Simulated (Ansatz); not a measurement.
Nuclear-site quantities of SiO2 as the cell is scaled

```
CELL_PARAMETERS angstrom
4.18010 0.00000 0.00000
0.00000 4.18010 0.00000
0.00000 0.00000 2.66780
ATOMIC_POSITIONS crystal
Si 0.00000 0.00000 0.00000
Si 0.50000 0.50000 0.50000
O 0.30670 0.30670 0.00000
O 0.19330 0.80670 0.50000
O 0.69330 0.69330 0.00000
O 0.80670 0.19330 0.50000
```

Atoms are numbered in the order listed.

The conventional cell has a = 4.180 Å, b = 4.180 Å, c = 2.668 Å, α = 90.00°, β = 90.00°, γ = 90.00°. Around Si (atom 1) lie 6 O at 1.76 to 1.81 Å. Around O (atom 3) lie 3 Si at 1.76 to 1.81 Å.

The cell is COD entry 9001276, as deposited and not checked against the literature; nothing was relaxed.

The calculation used DFT, PBEsol, all-electron PAW with datasets made for the crystal, scalar-relativistic in Ansatz 0.2.0.

The runs use a Γ-centred 6×6×9 k mesh, Fermi–Dirac smearing of 0.03 eV, cutoff 540 eV (chosen by the program for this cell), no spin polarisation.

The contact density is the mean electron density over the nuclear volume; its changes follow the s electrons' response to bonding and compression. Changes below are taken from the unscaled cell, where it is 12759.2 e/Å³ at Si1, 2140.91 e/Å³ at O3.

Volumes at which the program chose other datasets or cutoffs are left out.

```
V/V(cell)  P (GPa)  Δρ(0) Si1 (e/Å³)  Δρ(0) O3 (e/Å³)
   1.0000      3.9              0.00             0.00
   1.0100      0.7              0.04             0.07
   1.0200     -2.4                 ?                ?
```

Question: Give the missing entry: row "1.0200", column "Δρ(0) O3 (e/Å³)".

Answer: 0.15.

Question: What belongs in the row "1.0200", column "Δρ(0) Si1 (e/Å³)"?

Answer: 0.09.

The datasets are made afresh for each cell, so very small changes are uncertain.
